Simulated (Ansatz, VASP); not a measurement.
# PbF2 (Fluorocronite) in VASP and in Ansatz

The input INCAR:

```
SYSTEM = PbF2
ALGO = Normal ; EDIFF = 1E-7
ENCUT = 520 ; GGA = PS
ISIF = 2 ; ISMEAR = -1
LASPH = .True. ; LCHARG = .False.
LREAL = .False. ; LWAVE = .False.
NBANDS = 21 ; NELM = 100
PREC = Accurate ; SIGMA = 0.05
```

KPOINTS

```
k-points
0
Gamma
  8 8 8
  0 0 0
```

POSCAR

```
PbF2
1.0
    0.0000000000      3.0026599987      3.0026599987
    3.0026599987      0.0000000000      3.0026599987
    3.0026599987      3.0026599987      0.0000000000
Pb F
1 2
Direct
    0.0000000000      0.0000000000      0.0000000000
    0.7500000000      0.7500000000      0.7500000000
    0.2500000000      0.2500000000      0.2500000000
```

input.yaml

```yaml
crystal:
  lattice:
    - [0.0, 3.0026599987, 3.0026599987]
    - [3.0026599987, 0.0, 3.0026599987]
    - [3.0026599987, 3.0026599987, 0.0]
  atoms:
    - { symbol: Pb, position: [0.0, 0.0, 0.0] }
    - { symbol: F, position: [0.75, 0.75, 0.75] }
    - { symbol: F, position: [0.25, 0.25, 0.25] }
hamiltonian:
  xc: pbesol
  pseudopotentials: { kind: paw }
kpoints:
  mp_grid: { grid: [8, 8, 8] }
scf:
  occupations: { method: fermi_dirac, width: 0.05 }
output:
  forces: true
  stress: true
  eigenvalues: true
```

Change from the starting cell: volume scaled by 1.04.

Alike in both runs: task single point; functional PBEsol; k mesh 8 × 8 × 8; occupations fermi-dirac, width 0.05 eV; no spin polarisation.

```csv
,VASP,Ansatz
version,VASP 6.6.1,Ansatz 0.2.0
potentials or method,"VASP PAW PBE potentials, release 64 (Pb_d, F)",Ansatz PAW
plane-wave cutoff (eV),520,420
valence electrons in the cell,28,28
```

VASP gave:

```
gap on the k mesh at the Fermi level (eV) : 4.31
least direct gap on the mesh (eV)         : 4.46
pressure (GPa)                            : -3.8
```

**Question.** What did Ansatz give for the same quantities?

**Answer.** gap on the k mesh at the Fermi level (eV): 4.31; least direct gap on the mesh (eV): 4.46; pressure (GPa): -3.6.

With one functional, cell and mesh, what is left measures potentials, basis and numerics.

Caveats: spin-orbit coupling is left out, which as a rule narrows the gap of such compounds by several tenths of an eV; the PAW data sets were made with another functional, which shifts forces and pressure a little (VASP); the pressure holds a Pulay correction of +0.5 GPa for the finite cutoff (Ansatz); the PAW data sets come from PBE, with cores solved anew for the run's functional, which leaves a small shift of forces and pressure (Ansatz). A k mesh can miss the band edges.
